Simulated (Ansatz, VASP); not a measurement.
**BeTe: VASP beside Ansatz**

```xyz
2
Lattice="0.0000 2.7773 2.7773 2.7773 0.0000 2.7773 2.7773 2.7773 0.0000" Properties=species:S:1:pos:R:3 pbc="T T T"
Be    0.0000    0.0000    0.0000
Te    1.3887    1.3887    1.3887
```

Alike in both runs: functional LDA; k mesh 8 × 8 × 8; no spin polarisation.

Ansatz relaxed the structure, and its values are those at the end. VASP's run is a single point on that final structure, the one shown.

```csv
,VASP,Ansatz
version,VASP 6.6.1,Ansatz 0.2.0
potentials or method,"VASP PAW LDA potentials, release 64 (Be, Te)","scalar-relativistic, plane waves, PAW"
plane-wave cutoff (eV),520,420
occupations,"gaussian, width 0.01 eV",fixed
valence electrons in the cell,8,18
```

|  | VASP | Ansatz | Ansatz less VASP |
| --- | --- | --- | --- |
| gap on the k mesh at the Fermi level (eV) | 1.77 | 1.79 | +0.020 |
| least direct gap on the mesh (eV) | 3.55 | 3.59 | +0.037 |
| pressure (GPa) | 0.3 | 0.0 | -0.28 |

The two sets of potentials don't hold the same shells in valence.

Caveats: spin-orbit coupling is left out, which moves the levels of the heavy elements. A k mesh can miss the band edges.
